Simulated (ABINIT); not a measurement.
# HfC (P6_3/mmc) in ABINIT: a series of runs

Runs on HfC. Level: PBEsol. Tasks: elastic constants, phonons.

All numbers are computed with ABINIT 10.8.3 (patched build); they aren't measurements. Logs are shortened: lines on timing, memory, paths and dates and some standing lists are left out, and cuts for length are marked. The log counts tension as positive stress, the text compression.

### 1 The structure

It takes space group P6_3/mmc (No. 194, hexagonal). Conventional cell: a = 3.343 Å, b = 3.343 Å, c = 5.203 Å, α = 90.00°, β = 90.00°, γ = 120.00°. Around Hf (site symmetry -6m2) lie 6 C at 2.33 Å. Around C (site symmetry -3m) lie 6 Hf at 2.33 Å and 2 C at 2.60 Å.

The cell comes from a database or a generator and needn't be the stable form of this composition.

### 2 Elastic constants, PBEsol (cell relaxed at zero pressure by an earlier run)

run.abi

```
# Datasets
ndtset 2

# Pseudopotentials
pp_dirpath "./"
pseudos "Hf.upf, C.upf"

# Structure
acell 6.2135140597 6.2135140538 9.8637922088
rprim
     1.0000000000     0.0000000000     0.0000000000
    -0.5000000005     0.8660254035     0.0000000000
     0.0000000000     0.0000000000     1.0000000000
ntypat 2
znucl 72 6
natom 4
typat 1 1 2 2
chkprim 0
chksymtnons 0
tolsym 1.0e-6
xred
            1/3            2/3            1/4
            2/3            1/3            3/4
            0.0            0.0            1/2
            0.0            0.0            0.0

# Plane-wave basis
ecut 41.0
ecutsm 0.5

# k points
ngkpt 6 6 4
nshiftk 1
shiftk 0.0 0.0 0.5

# Exchange and correlation
ixc -116133

# Bands and occupations
nband 24
occopt 3
tsmear 0.00183747

# SCF cycle
nstep 80

# Output
prteig 0
prtebands 0
prtwf 0
prtden 0
prtpot 0

# Dataset 1: ground state
kptopt1 1
tolvrs1 1.0e-15
prtwf1 1
tolwfr1 1.0e-14
nbdbuf1 4
nline1 6

# Dataset 2: response at q = 0 to atomic displacements, strain
rfphon2 1
rfstrs2 3
rfatpol2 1 4
rfdir2 1 1 1
getwfk2 1
kptopt2 2
nqpt2 1
qpt2 0.0 0.0 0.0
tolvrs2 1.0e-9
```

mrgddb.in

```
merged_DDB
HfC
2
runo_DS1_DDB
runo_DS2_DDB
```

anaddb.abi

```
ddb_filepath "merged_DDB"
output_file "anaddb.abo"
outdata_prefix "ana"
asr 1
chneut 0
dipdip 0
dieflag 0
enunit 0
elaflag 3
instrflag 1
eivec 0
nph1l 1
qph1l 0.0 0.0 0.0 1.0
```

Potentials or basis: PseudoDojo NC SR PBEsol v0.4.1 standard.

On the command line:

```
> mpirun --bind-to none -np 4 abinit run.abi > log 2>&1
> mrgddb < mrgddb.in > mrgddb.log 2>&1
> anaddb anaddb.abi > anaddb.log 2>&1
```

run.abo:

```text
.Version 10.8.3 of ABINIT
 DATASET    1 : space group P6_3/m m c (#194); Bravais hP (primitive hexag.)
================================================================================
 Values of the parameters that define the memory need for DATASET  1.
     intxc =       0    ionmov =       0      iscf =       7    lmnmax =       8
     lnmax =       8     mgfft =      60  mpssoang =       4    mqgrid =    3001
     natom =       4  nloc_mem =       1    nspden =       1   nspinor =       1
    nsppol =       1      nsym =      24    n1xccc =    2501    ntypat =       2
    occopt =       3   xclevel =       2
       mpw =        4158          nfft =       77760          nkpt =          14
================================================================================
================================================================================

 DATASET    2 : space group P6_3/m m c (#194); Bravais hP (primitive hexag.)
================================================================================
 Values of the parameters that define the memory need for DATASET  2 (RF).
     intxc =       0      iscf =       7    lmnmax =       8     lnmax =       8
     mgfft =      60  mpssoang =       4    mqgrid =    3001     natom =       4
  nloc_mem =       1    nspden =       1   nspinor =       1    nsppol =       1
      nsym =      24    n1xccc =    2501    ntypat =       2    occopt =       3
   xclevel =       2
      nfft =       77760          nkpt =          72
================================================================================
================================================================================

--------------------------------------------------------------------------------
------------- Echo of variables that govern the present computation ------------
--------------------------------------------------------------------------------
 -outvars: echo values of preprocessed input variables --------
            acell      6.2135140597E+00  6.2135140538E+00  9.8637922088E+00 Bohr
              amu      1.78490000E+02  1.20110000E+01
          chkprim           0
      chksymtnons           0
             ecut      4.10000000E+01 Hartree
           ecutsm      5.00000000E-01 Hartree
           getwfk1          0
           getwfk2          1
              ixc     -116133
           jdtset        1    2
                       outvar_i_n : Printing only first  50 k-points.
           kptopt1          1
           kptopt2          2
         kptrlatt        6    0    0      0    6    0      0    0    4
          kptrlen      3.72810843E+01
            natom           4
            nband1         24
            nband2         24
           nbdbuf1          4
           nbdbuf2          2
           ndtset           2
            ngfft          36      36      60
             nkpt1         14
             nkpt2         72
            nline1          6
            nline2          4
             nqpt1          0
             nqpt2          1
            nstep          80
             nsym          24
           ntypat           2
                       prtocc : prtvol=0, do not print more k-points.
           occopt           3
        optdriver1          0
        optdriver2          1
           prtden           0
        prtebands           0
           prteig           0
            prtwf1          1
            prtwf2          0
           rfphon1          0
           rfphon2          1
           rfstrs1          0
           rfstrs2          3
            rprim      1.0000000000E+00  0.0000000000E+00  0.0000000000E+00
                      -5.0000000050E-01  8.6602540350E-01  0.0000000000E+00
                       0.0000000000E+00  0.0000000000E+00  1.0000000000E+00
           shiftk      0.00000000E+00  0.00000000E+00  5.00000000E-01
          spgroup         194
           tolsym      1.00000000E-06
           tolvrs1     1.00000000E-15
           tolvrs2     1.00000000E-09
           tolwfr1     1.00000000E-14
           tolwfr2     0.00000000E+00
           tsmear      1.83747000E-03 Hartree
            typat      1  1  2  2
                       outvars : Printing only first  50 k-points.
           xangst     -5.5301123724E-11  1.8983565720E+00  1.3049235116E+00
                       1.6440250189E+00  9.4917828600E-01  3.9147705348E+00
[... 178 lines left out ...]
Ewald energy        : -9.61891125835802E+01
psp_core            :  5.11146014954375E+00
local_psp           : -5.61225415100635E+01
non_local_psp       :  4.86315889052084E+00
internal            : -1.24893603184978E+02
'-kT*entropy'       : -1.88100788191810E-04
total_energy        : -1.24893791285766E+02
total_energy_eV     : -3.39853319440191E+03
band_energy         : -1.12351787537625E+01
...

 Cartesian components of stress tensor (hartree/bohr^3)
  sigma(1 1)= -4.60456102E-05  sigma(3 2)=  0.00000000E+00
  sigma(2 2)= -4.60455707E-05  sigma(3 1)=  0.00000000E+00
  sigma(3 3)=  9.81150399E-05  sigma(2 1)=  4.50152111E-13

-Cartesian components of stress tensor (GPa)         [Pressure= -5.9076E-02 GPa]
- sigma(1 1)= -1.35470862E+00  sigma(3 2)=  0.00000000E+00
- sigma(2 2)= -1.35470746E+00  sigma(3 1)=  0.00000000E+00
- sigma(3 3)=  2.88664413E+00  sigma(2 1)=  1.32439324E-08

================================================================================
== DATASET  2 ==================================================================

--- !DatasetInfo
iteration_state: {dtset: 2, }
dimensions: {natom: 4, nkpt: 72, mband: 24, nsppol: 1, nspinor: 1, nspden: 1, mpw: 4158, }
cutoff_energies: {ecut:  41.0, pawecutdg:  -1.0, }
electrons: {nelect:   3.20000000E+01, charge:   0.00000000E+00, occopt:   3.00000000E+00, tsmear:   1.83747000E-03, }
meta: {optdriver: 1, rfphon: 1, rfstrs: 3, }
...

 mkfilename : getwfk/=0, take file _WFK from output of DATASET   1.

 Real(R)+Recip(G) space primitive vectors, cartesian coordinates (Bohr,Bohr^-1):
 R(1)=  6.2135141  0.0000000  0.0000000  G(1)=  0.1609395  0.0929185  0.0000000
 R(2)= -3.1067570  5.3810610  0.0000000  G(2)=  0.0000000  0.1858370  0.0000000
 R(3)=  0.0000000  0.0000000  9.8637922  G(3)=  0.0000000  0.0000000  0.1013809
 Unit cell volume ucvol=  3.2979883E+02 bohr^3
 Angles (23,13,12)=  9.00000000E+01  9.00000000E+01  1.20000000E+02 degrees
 setup1 : take into account q-point for computing boxcut.

 getcut: wavevector=  0.0000  0.0000  0.0000  ngfft=  36  36  60
         ecut(hartree)=     41.000   => boxcut(ratio)=   2.01006
--------------------------------------------------------------------------------

 symkchk : k-point set has full space-group symmetry.

 ==>  initialize data related to q vector <==

 The list of irreducible perturbations for this q vector is:
    1)    idir= 1    ipert=   1
    2)    idir= 3    ipert=   1
    3)    idir= 1    ipert=   3
    4)    idir= 3    ipert=   3
    5)    idir= 1    ipert=   7
    6)    idir= 2    ipert=   7
    7)    idir= 3    ipert=   7
    8)    idir= 1    ipert=   8
    9)    idir= 2    ipert=   8
   10)    idir= 3    ipert=   8
[... 471 lines left out ...]
 2DEtotal=    0.1795649364E+01 Ha. Also 2DEtotal=    0.488621083938E+02 eV
    (2DErelax=   -5.1596390539E+01 Ha. 2DEnonrelax=    5.3392039902E+01 Ha)
    (  non-var. 2DEtotal :    1.7956492928E+00 Ha)

================================================================================

 ---- first-order wavefunction calculations are completed ----

 ==> Compute Derivative Database <==

  Dynamical matrix, in cartesian coordinates,
   if specified in the inputs, asr has been imposed
     j1       j2             matrix element
  dir pert dir pert     real part    imaginary part

   1    1   1    1         0.1626012279         0.0000000000
   1    1   1    2         0.0093072592         0.0000000000
   1    1   1    3        -0.0859542436        -0.0000000000
   1    1   1    4        -0.0859542436        -0.0000000000
[... 51 lines left out ...]
   3    4   3    1        -0.0297966282         0.0000000000
   3    4   3    2        -0.0297966282        -0.0000000000
   3    4   3    3        -0.0554316084         0.0000000000
   3    4   3    4         0.1150248648        -0.0000000000

  Rigid-atom elastic tensor , in cartesian coordinates,
     j1       j2             matrix element
  dir pert dir pert     real part    imaginary part

   1    7   1    7         0.0154251196         0.0000000000
   1    7   2    7         0.0045357871         0.0000000000
   1    7   3    7         0.0059859513         0.0000000000
[... 11 lines left out ...]
   2    8   2    8         0.0066208719         0.0000000000

   3    8   3    8         0.0054446805         0.0000000000

  Internal strain coupling parameters, in cartesian coordinates,
   zero average net force deriv. has been imposed
     j1       j2             matrix element
  dir pert dir pert     real part    imaginary part

   1    1   3    8         0.0017467278         0.0000000000

   2    1   1    7         0.0017464213         0.0000000000
   2    1   2    7        -0.0017340387         0.0000000000

   1    2   3    8        -0.0017467279         0.0000000000

   2    2   1    7        -0.0017464208         0.0000000000
   2    2   2    7         0.0017340389         0.0000000000

  Phonon wavevector (reduced coordinates) :  0.00000  0.00000  0.00000
 Phonon energies in Hartree :
   0.000000E+00  0.000000E+00  0.000000E+00  6.863972E-04  6.863973E-04
   1.060735E-03  1.704396E-03  2.091161E-03  2.091161E-03  2.790211E-03
   2.894816E-03  2.894816E-03
 Phonon frequencies in cm-1    :
   0.000000E+00  0.000000E+00  0.000000E+00  1.506468E+02  1.506468E+02
   2.328044E+02  3.740718E+02  4.589568E+02  4.589568E+02  6.123806E+02
   6.353388E+02  6.353388E+02

== END DATASET(S) ==============================================================
================================================================================

 -outvars: echo values of variables after computation  --------
            acell      6.2135140597E+00  6.2135140538E+00  9.8637922088E+00 Bohr
           etotal1    -1.2489379129E+02
           etotal2     1.7956493635E+00
            fcart1    -1.6640756837E-26 -9.6075454520E-27 -0.0000000000E+00
                       1.6640756837E-26  9.6075454520E-27 -0.0000000000E+00
                      -0.0000000000E+00 -0.0000000000E+00 -0.0000000000E+00
                      -0.0000000000E+00 -0.0000000000E+00 -0.0000000000E+00
            fcart2     0.0000000000E+00  0.0000000000E+00  0.0000000000E+00
                       0.0000000000E+00  0.0000000000E+00  0.0000000000E+00
                       0.0000000000E+00  0.0000000000E+00  0.0000000000E+00
                       0.0000000000E+00  0.0000000000E+00  0.0000000000E+00
            rprim      1.0000000000E+00  0.0000000000E+00  0.0000000000E+00
                      -5.0000000050E-01  8.6602540350E-01  0.0000000000E+00
                       0.0000000000E+00  0.0000000000E+00  1.0000000000E+00
           strten1    -4.6045610241E-05 -4.6045570744E-05  9.8115039888E-05
                       0.0000000000E+00  0.0000000000E+00  4.5015211121E-13
           strten2     0.0000000000E+00  0.0000000000E+00  0.0000000000E+00
                       0.0000000000E+00  0.0000000000E+00  0.0000000000E+00
           xangst     -5.5301123724E-11  1.8983565720E+00  1.3049235116E+00
                       1.6440250189E+00  9.4917828600E-01  3.9147705348E+00
                       0.0000000000E+00  0.0000000000E+00  2.6098470232E+00
                       0.0000000000E+00  0.0000000000E+00  0.0000000000E+00
             xred      3.3333333333E-01  6.6666666667E-01  2.5000000000E-01
                       6.6666666667E-01  3.3333333333E-01  7.5000000000E-01
                       0.0000000000E+00  0.0000000000E+00  5.0000000000E-01
                       0.0000000000E+00  0.0000000000E+00  0.0000000000E+00
 Calculation completed.
```

Run time: 5.7 min. Hardware: 4 MPI ranks of Arm Neoverse V2, shared host; peak memory 0.56 GiB.

The run converged, but some of its settings lie outside the range that counts as converged, so its numbers aren't taken as properties of the crystal.

Results:

```
Free energy                                             : -3398.5332 eV
Pressure                                                : -0.1 GPa
Highest phonon frequency at Γ, LO-TO splitting left out : 635 cm⁻¹
```

Caveat: the k mesh is coarse (spacing up to 0.37 Å⁻¹), so the values aren't converged; the mesh is coarse for a metal's response.

### 3 Phonons, PBEsol

Edit run.abi of step 2 so:

```diff
@@ -8,6 +8,6 @@
 # Structure
-acell 6.2135140597 6.2135140538 9.8637922088
+acell 3.3428660531 3.342866053 5.202714 Angstrom
 rprim
      1.0000000000     0.0000000000     0.0000000000
-    -0.5000000005     0.8660254035     0.0000000000
+    -0.5000000000     0.8660254038     0.0000000000
      0.0000000000     0.0000000000     1.0000000000
@@ -17,5 +17,2 @@
 typat 1 1 2 2
-chkprim 0
-chksymtnons 0
-tolsym 1.0e-6
 xred
@@ -27,4 +24,3 @@
 # Plane-wave basis
-ecut 41.0
-ecutsm 0.5
+ecut 1006.821291 eV
 
@@ -41,3 +37,3 @@
 occopt 3
-tsmear 0.00183747
+tsmear 0.05 eV
 
@@ -61,5 +57,4 @@
 
-# Dataset 2: response at q = 0 to atomic displacements, strain
+# Dataset 2: response at q = 0 to atomic displacements
 rfphon2 1
-rfstrs2 3
 rfatpol2 1 4
@@ -70,2 +65,2 @@
 qpt2 0.0 0.0 0.0
-tolvrs2 1.0e-9
+tolvrs2 1.0e-10
```

mrgddb.in is that of step 2.

Edit anaddb.abi of step 2 so:

```diff
@@ -8,4 +8,2 @@
 enunit 0
-elaflag 3
-instrflag 1
 eivec 0
```

Potentials or basis: PseudoDojo NC SR PBEsol v0.4.1 standard.

On the command line:

```
> mpirun --bind-to none -np 4 abinit run.abi > log 2>&1
> mrgddb < mrgddb.in > mrgddb.log 2>&1
> anaddb anaddb.abi > anaddb.log 2>&1
```

run.abo:

```text
.Version 10.8.3 of ABINIT
 DATASET    1 : space group P6_3/m m c (#194); Bravais hP (primitive hexag.)
================================================================================
 Values of the parameters that define the memory need for DATASET  1.
     intxc =       0    ionmov =       0      iscf =       7    lmnmax =       8
     lnmax =       8     mgfft =      54  mpssoang =       4    mqgrid =    3001
     natom =       4  nloc_mem =       1    nspden =       1   nspinor =       1
    nsppol =       1      nsym =      24    n1xccc =    2501    ntypat =       2
    occopt =       3   xclevel =       2
       mpw =        3681          nfft =       69984          nkpt =          14
================================================================================
================================================================================

 DATASET    2 : space group P6_3/m m c (#194); Bravais hP (primitive hexag.)
================================================================================
 Values of the parameters that define the memory need for DATASET  2 (RF).
     intxc =       0      iscf =       7    lmnmax =       8     lnmax =       8
     mgfft =      54  mpssoang =       4    mqgrid =    3001     natom =       4
  nloc_mem =       1    nspden =       1   nspinor =       1    nsppol =       1
      nsym =      24    n1xccc =    2501    ntypat =       2    occopt =       3
   xclevel =       2
      nfft =       69984          nkpt =          72
================================================================================
[... 586 lines left out ...]
   2.240694E+02  3.613989E+02  4.501875E+02  4.501875E+02  5.764807E+02
   6.089776E+02  6.089776E+02

== END DATASET(S) ==============================================================
================================================================================

 -outvars: echo values of variables after computation  --------
            acell      6.3171013160E+00  6.3171013158E+00  9.8317045714E+00 Bohr
           etotal1    -1.2489259199E+02
           etotal2     9.9890922540E+00
            fcart1    -2.6640434913E-29  3.0454107292E-28 -2.6745477670E-32
                      -5.3280869826E-30 -1.2612307060E-28  8.0236433010E-32
                       1.5984260948E-29 -8.9209001158E-29 -2.6745477670E-32
                       1.5984260948E-29 -8.9209001158E-29 -2.6745477670E-32
            fcart2     0.0000000000E+00  0.0000000000E+00  0.0000000000E+00
                       0.0000000000E+00  0.0000000000E+00  0.0000000000E+00
                       0.0000000000E+00  0.0000000000E+00  0.0000000000E+00
                       0.0000000000E+00  0.0000000000E+00  0.0000000000E+00
            rprim      1.0000000000E+00  0.0000000000E+00  0.0000000000E+00
                      -5.0000000000E-01  8.6602540380E-01  0.0000000000E+00
                       0.0000000000E+00  0.0000000000E+00  1.0000000000E+00
           strten1     2.5342307770E-04  2.5342307806E-04  2.5811169831E-04
                       0.0000000000E+00  0.0000000000E+00 -2.5656436240E-13
           strten2     0.0000000000E+00  0.0000000000E+00  0.0000000000E+00
                       0.0000000000E+00  0.0000000000E+00  0.0000000000E+00
           xangst      3.3333282230E-11  1.9300046156E+00  1.3006785000E+00
                       1.6714330266E+00  9.6500230780E-01  3.9020355000E+00
                       0.0000000000E+00  0.0000000000E+00  2.6013570000E+00
                       0.0000000000E+00  0.0000000000E+00  0.0000000000E+00
             xred      3.3333333333E-01  6.6666666667E-01  2.5000000000E-01
                       6.6666666667E-01  3.3333333333E-01  7.5000000000E-01
                       0.0000000000E+00  0.0000000000E+00  5.0000000000E-01
                       0.0000000000E+00  0.0000000000E+00  0.0000000000E+00
 Calculation completed.
```

Wall time 1.7 min (4 MPI ranks of Intel Xeon Platinum 8488C (Sapphire Rapids), shared host); peak memory 0.52 GiB.

Results:

* Free energy: -3398.5006 eV
* Pressure: -7.5 GPa
* Highest phonon frequency at Γ, LO-TO splitting left out: 609 cm⁻¹

Phonon frequencies in cm⁻¹ (negative: imaginary):
| q point | frequencies |
| --- | --- |
| (0.000, 0.000, 0.000) | 0 0 0 139 139 224 361 450 450 576 609 609 |

Caveat: the k mesh is coarse (spacing up to 0.36 Å⁻¹), so the values aren't converged; the mesh is coarse for a metal's response; the cell is more than 3 GPa from zero pressure, which shifts response properties. Spin-orbit coupling is left out, which matters for the levels of Hf.
